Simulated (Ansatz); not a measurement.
## SiC under changes of volume

One of the cells (10.313 Å³/atom); the others are scaled copies at fixed shape and fractional positions:

```
Si C
1.0
     3.07569    0.00000    0.00000
    -1.53785    2.66363    0.00000
     0.00000    0.00000   10.07065
Si C
4 4
Direct
  0.00000 0.00000 0.18789
  0.00000 0.00000 0.68789
  0.33333 0.66667 0.43784
  0.66667 0.33333 0.93784
  0.00000 0.00000 0.00046
  0.00000 0.00000 0.50046
  0.33333 0.66667 0.24980
  0.66667 0.33333 0.74980
```

The cell is a database's computed one.

* Program: Ansatz 0.2.0
* Functional: PBE
* Potentials or basis: Ansatz NC
* Cutoff: 1116 eV (not typed: the program's choice for these potentials)
* k mesh: 10 × 10 × 3
* Occupations: fermi-dirac, width 0.05 eV
* Spin: no spin polarisation

```tsv
volume (Å³/atom)	energy over the lowest point (meV/atom)	pressure (GPa)	gap on the mesh (eV)	largest force (eV/Å)
9.694	47.37	20.0	2.22	0.028
9.900	25.48	14.1	2.22	0.020
10.107	10.71	8.9	2.22	0.013
10.313	?	?	?	?
10.519	0.00	-0.3	2.21	0.004
10.726	2.92	-4.2	2.21	0.006
10.932	10.67	-7.8	2.20	0.012
```

**Question.** What does the run at 10.313 Å³/atom give?

**Answer.** Energy over the lowest point 2.42 meV/atom; pressure 4.1 GPa; gap on the mesh 2.22 eV; largest force 0.007 eV/Å.

Worked out: A Birch-Murnaghan fit of order 3 (a polynomial in V^(-2/3)) to the other rows has its minimum at 10.51 Å³/atom with B0 = V·E''(V) = 212 GPa and B' = 3.9 at fixed shape and positions, which overstates the stiffness. It gives 2.42 meV/atom at 10.313 Å³/atom, against the run's 2.42, and -dE/dV = 4.1 GPa, against 4.1. A straight line through the other rows of the gap, of slope -0.16 eV per unit of ln V, gives 2.21 eV, against the run's 2.22.

Energies are extrapolated to zero smearing.

Caveats: odd divisions of the mesh miss points on the zone boundary, where band edges often lie, so the gap on the mesh can be too wide.

A mesh can miss the band edges.
